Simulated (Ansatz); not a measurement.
In:

```
CELL_PARAMETERS angstrom
-1.88253 1.88253 1.88253
1.88253 -1.88253 1.88253
1.88253 1.88253 -1.88253
ATOMIC_POSITIONS crystal
In 0.00000 0.00000 0.00000
```

This isn't the form of In at room conditions, which is tetragonal.

Base run:

* Program: Ansatz 0.2.0
* Functional: PBEsol
* Potentials or basis: all-electron LAPW, scalar-relativistic
* Cutoff: 178 eV
* Density cutoff: 711 eV
* Basis error allowed: 0.001 eV/atom
* k mesh: 10 × 10 × 10
* Occupations: fermi-dirac, width 0.05 eV
* Spin: no spin polarisation

Its results: pressure -1.3 GPa.

**Question.** The run is repeated on the same cell with these changes: functional from PBEsol to LDA. What comes out?

**Answer.** Pressure -2.8 GPa.

LDA binds more tightly than PBEsol, so the same cell stands under less pressure.

Not every run made on this cell is shown here.
